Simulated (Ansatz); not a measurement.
# Br (Cmce) in Ansatz: a series of runs, part 2 of 2

Ansatz 0.2.0.

### Step 6. Single point, PBE0 form with a typed share of exact exchange

input.yaml reads:

```yaml
crystal:
  lattice:
    - [3.36325, -2.32255, 0.0]
    - [3.36325, 2.32255, 0.0]
    - [0.0, 0.0, 8.7023]
  atoms:
    - { symbol: Br, position: [0.3651, 0.6349, 0.3901] }
    - { symbol: Br, position: [0.1349, 0.8651, 0.8901] }
    - { symbol: Br, position: [0.6349, 0.3651, 0.6099] }
    - { symbol: Br, position: [0.8651, 0.1349, 0.1099] }
hamiltonian:
  xc: { exchange: pbe, correlation: pbe, exx: { coeff: 0.35 } }
  pseudopotentials: { kind: paw }
kpoints:
  mp_grid: { grid: [4, 4, 2] }
scf:
  occupations: { method: fermi_dirac, width: 0.05 }
output:
  forces: true
  stress: true
  eigenvalues: true
```

Potentials or basis: Ansatz PAW.

Command:

```sh
$ ansatz run input.yaml --threads 2 --pin off --max-ram 5632MiB --backend cpu --events-out ev --progress --plain --runs-dir out
```

Output:

```text
Warning: output.stress: scf.convergence.dr2_threshold = 1e-7 eV (the SCF's general default) is looser than the 4e-10 eV advised for a printed stress (1e-10 eV for each atom of the cell: 4). What an SCF threshold leaves in a stress goes as its square root, and in the free energy as the threshold itself, and one threshold admits the most on a small cell: of the crystals measured, under no hybrid functional and no lock of the moments, on runs that ended without the residual-converged pass, on stresses that held no estimate of that error, the worst erred by over 100 MPa in a component at 1e-7 eV an atom and by under 5 at 1e-10. Set scf.convergence.dr2_threshold to 4e-10 eV or tighter. The threshold is an SCF's pass mark: one that does not reach it within its budget of iterations ends unconverged, or closes short of it on a stop that the run arms, and scf.convergence.dr2_threshold's page says what that costs each kind of run
Warning: output.stress: scf.exx.energy_threshold = 1e-6 eV is looser than the 4e-8 eV advised for a stress under a hybrid functional (1e-8 eV for each atom of the cell: 4). Every SCF of the exchange loop can meet its threshold on dr2 while the loop round them stops early: no threshold on dr2 bounds what that leaves in the stress. Set scf.exx.energy_threshold to 4e-8 eV or tighter. The threshold is the loop's pass mark: a loop that does not reach it within its budget of cycles ends unconverged, and scf.exx.energy_threshold's page has the law
Warning: RAYON_NUM_THREADS=2 ignored (pool sized by the plan → 2); use --threads N
Engine: ansatz 0.2.0, x86_64-unknown-linux-gnu
Pseudopotentials: kind: paw
Pseudopotential: Br, paw, valence charge 7, recommended cutoff 420 eV (normal), Br.paw.azcp
Functional definition: unnamed
  parameter a_1 = 0.35
  exchange = (1 - a_1)*pbe_x + a_1*exact_x
  correlation = pbe_c
Crystal: 4 atoms, lattice volume = 135.953 Å³
Basis set: ecut = 420 eV, 2641 PW (Γ), exchange–correlation on 60×60×120 points (8 copies of the dense FFT grid, shifted against one another)
Bands: 18, of which v1, the nominal top of the filled ones, is band 14 counted from 1 (13 counted from 0)
Symmetry: 8 space group operations
Space group: Cmce (ITA 64), of the structure as read, at distance tolerance 5.1e-5 Å
k-points: 14 of 32
Non-local potential: Br, projectors of the file, l = 0: 2, l = 1: 2, l = 2: 2
PAW form: soft (Blöchl's): semilocal exchange-correlation on the pseudo side does not see the compensation charge
PAW frozen core: Br, regenerated for the run's functional, and the local potential with it (the file was generated under x = pbe(κ = 0.804, μ = 0.2195149727645171), c = pbe(β = 0.06672455060314922))
PAW one-centre angular grid: Br, 110 points (default); XC on 64 Gauss nodes
Initial density: superposition of atomic densities (neutral atoms: chi_scale 0, normalization atom), corrected by the library's trained network
Initial wavefunctions: pseudopotential atomic-orbital guess
Functional: x = pbe(κ = 0.804, μ = 0.2195149727645171), c = pbe(β = 0.06672455060314922), warm-up for x = 0.65 pbe(κ = 0.804, μ = 0.2195149727645171) + 0.35 exact, c = pbe(β = 0.06672455060314922)
SCF iter   1: F=—  HF=-11132.524483 eV  |F-HF|=—  |Δ(HF+E_count)|=         —  Δρ=1.83e-3  dr2=4.12e-3  ethr=1.77e-3  ⟨swp⟩=12.2  Hψ=1219  notcnv=0
preconditioner: auto → none  [insulator: Δε(μ)=1.882 eV  Ē_g=10.520 eV  σ=0.050 eV  W_gap=1.00  n_scr=22 (ndim 8)  ℏωp=16.9 eV  f_vac=0.000  D(μ)=0.00/eV (n_scr^D=0)]
iter 2 solved again at ethr=1.38e-6 eV; its pass at ethr=1.47e-5 eV (dr2=3.87e-4 eV) is discarded
SCF iter   2: F=—  HF=-11132.524262 eV  |F-HF|=—  |Δ(HF+E_count)|=   2.21e-4  Δρ=7.01e-4  dr2=3.91e-4  ethr=1.38e-6  ⟨swp⟩=2.0  Hψ=1153  notcnv=0
SCF iter   3: F=-11132.524485 eV  HF=-11132.524461 eV  |F-HF|=2.42e-5  |Δ(HF+E_count)|=   1.99e-4  Δρ=1.57e-4  dr2=1.41e-5  ethr=1.38e-6  ⟨swp⟩=3.0  Hψ=646  notcnv=0
SCF 1 stopped early in 3 iterations: F = -11132.524485 eV  dr2 = 1.41e-5
Initial density: handed on by an earlier stage of this run
Initial wavefunctions: those handed on with the density
Functional: x = 0.65 pbe(κ = 0.804, μ = 0.2195149727645171) + 0.35 exact, c = pbe(β = 0.06672455060314922)
Frozen-core exchange: fock
SCF iter   1: F=—  HF=-11142.206901 eV  |F-HF|=—  |Δ(HF+E_count)|=         —  Δρ=5.45e-3  dr2=2.36e-2  ethr=5.04e-7  ⟨swp⟩=8.8  Hψ=1476  notcnv=0
preconditioner: auto → none  [insulator: Δε(μ)=4.536 eV  Ē_g=11.948 eV  σ=0.050 eV  W_gap=1.00  n_scr=22 (ndim 8)  ℏωp=15.6 eV  f_vac=0.000  D(μ)=0.00/eV (n_scr^D=0)]
SCF iter   2: F=—  HF=-11142.197666 eV  |F-HF|=—  |Δ(HF+E_count)|=   9.24e-3  Δρ=2.37e-3  dr2=1.34e-2  ethr=5.04e-7  ⟨swp⟩=4.0  Hψ=840  notcnv=0
SCF iter   3: F=—  HF=-11142.239950 eV  |F-HF|=—  |Δ(HF+E_count)|=   4.23e-2  Δρ=1.21e-3  dr2=1.86e-3  ethr=5.04e-7  ⟨swp⟩=4.1  Hψ=856  notcnv=0
SCF iter   4: F=—  HF=-11142.241962 eV  |F-HF|=—  |Δ(HF+E_count)|=   2.01e-3  Δρ=3.94e-4  dr2=1.81e-4  ethr=5.04e-7  ⟨swp⟩=4.0  Hψ=677  notcnv=0
SCF iter   5: F=-11142.242043 eV  HF=-11142.242046 eV  |F-HF|=3.55e-6  |Δ(HF+E_count)|=   8.40e-5  Δρ=1.25e-4  dr2=1.48e-5  ethr=5.04e-7  ⟨swp⟩=3.0  Hψ=478  notcnv=0
SCF 2 stopped early in 5 iterations: F = -11142.242043 eV  dr2 = 1.48e-5
  Residual-converged pass: ⟨swp⟩=5.0  Hψ=946  notcnv=0  max |occ|·‖R‖ = 6.6e-6 eV (tolerance 6.7e-6 eV)  dr2=1.46e-5  dr2_onsite=1.24e-6  max |Δocc| = 0.0e0
hybrid outer 1: dexx = +6.305e-2 eV, tail = 1.72e-4 eV
Frozen-core exchange: fock
SCF iter   1: F=—  HF=-11142.245105 eV  |F-HF|=—  |Δ(HF+E_count)|=         —  Δρ=6.89e-5  dr2=2.98e-6  ethr=3.06e-6  ⟨swp⟩=4.4  Hψ=722  notcnv=0
preconditioner: auto → none  [insulator: Δε(μ)=4.672 eV  Ē_g=12.011 eV  σ=0.050 eV  W_gap=1.00  n_scr=22 (ndim 8)  ℏωp=15.6 eV  f_vac=0.000  D(μ)=0.00/eV (n_scr^D=0)]
SCF iter   2: F=—  HF=-11142.245105 eV  |F-HF|=—  |Δ(HF+E_count)|=   4.87e-7  Δρ=2.39e-5  dr2=5.37e-7  ethr=9.85e-9  ⟨swp⟩=4.0  Hψ=646  notcnv=0
SCF iter   3: F=—  HF=-11142.245106 eV  |F-HF|=—  |Δ(HF+E_count)|=   8.84e-7  Δρ=7.67e-6  dr2=4.37e-8  ethr=1.18e-9  ⟨swp⟩=3.6  Hψ=663  notcnv=0  defer=2
SCF iter   4: F=—  HF=-11142.245106 eV  |F-HF|=—  |Δ(HF+E_count)|=   6.10e-8  Δρ=2.81e-6  dr2=1.30e-8  ethr=1.23e-10  ⟨swp⟩=3.9  Hψ=683  notcnv=0  defer=2
SCF iter   5: F=—  HF=-11142.245106 eV  |F-HF|=—  |Δ(HF+E_count)|=   2.13e-9  Δρ=1.14e-6  dr2=2.67e-9  ethr=3.21e-11  ⟨swp⟩=2.1  Hψ=476  notcnv=0  defer=2
SCF iter   6: F=-11142.245106 eV  HF=-11142.245106 eV  |F-HF|=1.13e-10  |Δ(HF+E_count)|=   3.70e-9  Δρ=3.88e-7  dr2=2.79e-10  ethr=5.82e-12  ⟨swp⟩=3.9  Hψ=717  notcnv=0  defer=4
SCF 3 converged in 6 iterations: F = -11142.245106 eV  dr2 = 2.79e-10
  Residual-converged pass: ⟨swp⟩=3.1  Hψ=550  notcnv=0  max |occ|·‖R‖ = 6.2e-7 eV (tolerance 6.3e-7 eV)  dr2=2.77e-10  dr2_onsite=8.07e-12  max |Δocc| = 0.0e0
hybrid outer 2: dexx = +4.260e-6 eV, tail = 1.51e-7 eV, Δε = 2.11e-3 eV (about 6.02e-5 eV left of the loop's levels), ΔF = 1.16e-2 eV/Å (tail 2.18e-3)
Frozen-core exchange: fock
SCF iter   1: F=—  HF=-11142.245110 eV  |F-HF|=—  |Δ(HF+E_count)|=         —  Δρ=2.99e-6  dr2=3.86e-9  ethr=2.70e-9  ⟨swp⟩=5.0  Hψ=752  notcnv=0
SCF iter   2: F=-11142.245110 eV  HF=-11142.245110 eV  |F-HF|=3.82e-11  |Δ(HF+E_count)|=  5.11e-10  Δρ=7.48e-7  dr2=3.74e-10  ethr=1.31e-11  ⟨swp⟩=3.9  Hψ=611  notcnv=0
SCF 4 converged in 2 iterations: F = -11142.245110 eV  dr2 = 3.74e-10
  Residual-converged pass: ⟨swp⟩=3.0  Hψ=501  notcnv=0  max |occ|·‖R‖ = 8.2e-7 eV (tolerance 8.4e-7 eV)  dr2=3.77e-10  dr2_onsite=9.37e-11  max |Δocc| = 0.0e0
hybrid outer 3: dexx = +4.262e-9 eV, tail = 1.13e-9 eV, Δε = 3.07e-5 eV (about 2.33e-6 eV left of the loop's levels), ΔF = 9.38e-5 eV/Å (tail 1.14e-4)
hybrid SCF converged: 3 outer / 13 inner (+3 warm-up), last move |dexx| = 4.26e-9 eV, tail = 1.13e-9 eV
Stability not checked: this state was not tested for a lower state beside it, because the functional holds exact exchange (a hybrid, or Hartree-Fock), whose exchange loop this test does not read (fock_operator; see scf.lower_state_search)
Free energy (F): -11142.245110 eV
Frozen-core exchange: fock
Harris-Foulkes:  -11142.245110 eV  (|F-HF|=3.82e-11)
Internal energy: -11142.245110 eV  (E = F + TS)
E sigma→0 (E₀):  -11142.245110 eV
Fermi energy:    2.205700 eV
--- Per-component energies (eV) ---
  E_band       = -175.944782
  E_kinetic    = 524.794198
  E_local      = -941.292714  (includes V_loc(G=0)·N_el)
  E_nonlocal   = 279.476994
  E_hartree    = 239.834358
  E_xc         = -705.850560
  E_vxc        = -277.791449  (∫ρ·V_xc dr)
  E_exx        = -88.795494  (= α·E_x^exact, valence–valence)
  E_paw        = -9253.928364  (= ΣΔE_a)
  E_vpaw       = -63.209586  (= ΣTr[D̂ρ^β])
  E_aug_tail   = 0.000000  (compensation charges beyond the density's cutoff)
  E_ewald      = -1194.553381
  E_core_change = -1.930146  (= ΣΔE_core)
  E_smearing   = -0.000000  (= −TS)
  E_closure    = -0.000000  (closes the sum)
  Σ components = -11142.245110   (vs F -11142.245110, Δ=0.00e0)
--- Forces (eV/Å), atoms counted from 1 ---
  atom   1  Br     0.00000000    -0.06471009     0.06867377
  atom   2  Br     0.00000000     0.06471009     0.06867377
  atom   3  Br     0.00000000     0.06471009    -0.06867377
  atom   4  Br     0.00000000    -0.06471009    -0.06867377
  max |Σ_I F_I| component: 1.39e-17 eV/Å
--- Stress (GPa, compression-positive) ---
        0.825149       0.000000       0.000000
        0.000000       0.276995       0.000000
        0.000000       0.000000       0.051269
  P = ⅓ Tr σ = 0.3845 GPa (3.845 kbar)
--- Band table (eV; the first three rows and the last of 14) ---
  k-point 0: bands = ["-17.8803", "-17.5052", "-14.6658", "-13.8640", "-5.1778", "-4.0123", "-2.5990", "-2.5467", "-2.1421", "-2.0992", "-1.1913", "-0.5546", "-0.3497", "-0.3046", "4.5173", "5.4055", "8.5113", "9.2004"]
  k-point 1: bands = ["-17.7102", "-17.7102", "-14.2565", "-14.2565", "-4.6978", "-4.6978", "-2.2954", "-2.2954", "-2.1206", "-2.1206", "-1.0587", "-1.0587", "-0.3275", "-0.3275", "4.7614", "4.7614", "9.3118", "9.3118"]
  k-point 2: bands = ["-17.7419", "-17.4685", "-14.5530", "-13.9938", "-5.2179", "-4.3869", "-3.1698", "-3.0093", "-2.4029", "-2.3688", "-0.8211", "-0.5918", "-0.5358", "-0.3621", "4.6409", "5.2805", "9.6612", "9.9363"]
  k-point 13: bands = ["-17.4753", "-17.4753", "-14.1565", "-14.1565", "-4.7080", "-4.7080", "-3.9864", "-3.9864", "-2.7104", "-2.7104", "-1.1715", "-1.1715", "-0.9404", "-0.9404", "4.6506", "4.6506", "10.6218", "10.6218"]
```

Wall time 20 s (2 threads of Intel Xeon 6975P-C (Granite Rapids), shared host); peak memory 1.4 GiB.

Results:

```
Free energy            : -11142.2451 eV
Pressure               : 0.4 GPa
Largest force          : 0.094 eV/Å
Band gap on the k mesh : 4.67 eV, indirect (least direct gap 4.82 eV)
```

Forces in eV/Å, atoms in the order of the input:
```
Br   0.000 -0.065  0.069
Br   0.000  0.065  0.069
Br   0.000  0.065 -0.069
Br   0.000 -0.065 -0.069
```

Levels at points of the mesh, in eV from the valence-band top:
| k point | band 12 | band 13 | band 14 | band 15 | band 16 | band 17 |
| --- | --- | --- | --- | --- | --- | --- |
| (0.00, 0.00, 0.00) | -0.40 | -0.19 | -0.15 | 4.67 | 5.56 | 8.67 |
| (0.00, 0.00, -0.50) | -0.90 | -0.17 | -0.17 | 4.92 | 4.92 | 9.47 |
| (0.00, -0.50, 0.00) | -0.87 | -0.31 | -0.31 | 5.33 | 5.33 | 9.81 |
| (0.00, -0.50, -0.50) | -0.65 | 0.00 | 0.00 | 5.11 | 5.11 | 10.15 |
| (-0.50, -0.50, 0.00) | -1.27 | -0.46 | -0.13 | 4.75 | 5.17 | 10.00 |
| (-0.50, -0.50, -0.50) | -1.02 | -0.79 | -0.79 | 4.81 | 4.81 | 10.78 |

Caveat: the PAW data sets come from PBE, with cores solved anew for the run's functional, which leaves a small shift of forces and pressure; the thresholds are loose for stress.

### Step 7. Single point, PBE0 form with a typed share of exact exchange

Edit input.yaml of step 6 so:

```diff
@@ -11,3 +11,3 @@
 hamiltonian:
-  xc: { exchange: pbe, correlation: pbe, exx: { coeff: 0.35 } }
+  xc: { exchange: pbe, correlation: pbe, exx: { coeff: 0.5 } }
   pseudopotentials: { kind: paw }
```

Command:

```sh
$ ansatz run input.yaml --threads 2 --pin off --max-ram 5632MiB --backend cpu --events-out ev --progress --plain --runs-dir out
```

Run time: 19 s. Hardware: 2 threads of Intel Xeon 6975P-C (Granite Rapids), shared host; peak memory 1.4 GiB.

Results (log left out):

| Quantity | Value |
| --- | --- |
| Free energy | -11146.5713 eV |
| Pressure | -0.2 GPa |
| Largest force | 0.429 eV/Å |
| Band gap on the k mesh | 5.94 eV, indirect (least direct gap 6.12 eV) |

Forces in eV/Å, atoms in the order of the input:
```
Br   0.000 -0.235  0.359
Br   0.000  0.235  0.359
Br   0.000  0.235 -0.359
Br   0.000 -0.235 -0.359
```

Stress tensor (GPa, compression positive):
```
 0.64  0.00  0.00
 0.00 -0.18  0.00
 0.00  0.00 -1.08
```

Levels at points of the mesh, in eV from the valence-band top:
| k point | band 12 | band 13 | band 14 | band 15 | band 16 | band 17 |
| --- | --- | --- | --- | --- | --- | --- |
| (0.00, 0.00, 0.00) | -0.42 | -0.22 | -0.18 | 5.94 | 6.88 | 9.86 |
| (0.00, 0.00, -0.50) | -0.94 | -0.20 | -0.20 | 6.19 | 6.19 | 10.70 |
| (0.00, -0.50, 0.00) | -0.89 | -0.32 | -0.32 | 6.60 | 6.60 | 10.99 |
| (0.00, -0.50, -0.50) | -0.69 | 0.00 | 0.00 | 6.40 | 6.40 | 11.34 |
| (-0.50, -0.50, 0.00) | -1.31 | -0.48 | -0.15 | 6.03 | 6.46 | 11.18 |
| (-0.50, -0.50, -0.50) | -1.06 | -0.83 | -0.83 | 6.07 | 6.07 | 11.98 |

Caveat: the PAW data sets come from PBE, with cores solved anew for the run's functional, which leaves a small shift of forces and pressure; the thresholds are loose for stress. A k mesh can miss the band edges.

### Step 8. Summary

```tsv
level	share of exact exchange	gap on the mesh (eV)	pressure (GPa)	largest force (eV/Å)
PBE0 form with a typed share of exact exchange	0	1.87	1.8	0.86
PBE0 form with a typed share of exact exchange	0.1	2.64	1.4	0.56
PBE0 form with a typed share of exact exchange	0.15	3.04	1.2	0.42
PBE0	0.25	3.84	0.8	0.15
PBE0 form with a typed share of exact exchange	0.35	4.67	0.4	0.09
PBE0 form with a typed share of exact exchange	0.5	5.94	-0.2	0.43
```

Alike in all rows: task single point; potentials or basis Ansatz PAW; no spin polarisation; cell as given; k mesh 4 × 4 × 2; cutoff (eV) 420; smearing fermi-dirac 0.05 eV.

On the cell as given the gap runs from 1.87 eV (PBE0 form with a typed share of exact exchange) to 5.94 eV (PBE0 form with a typed share of exact exchange). The pressure there spans -0.2 GPa (PBE0 form with a typed share of exact exchange) to 1.8 GPa (PBE0 form with a typed share of exact exchange); a positive pressure means that this level wants a larger cell, a negative one a smaller.

Caveats: the PAW data sets come from PBE, with cores solved anew for the run's functional, which leaves a small shift of forces and pressure (some runs); the thresholds are loose for stress (some runs); the PAW data sets were made with another functional, which shifts forces and pressure a little (some runs).

Total energies depend on the potentials used, so only differences within one code and one set of settings carry meaning.
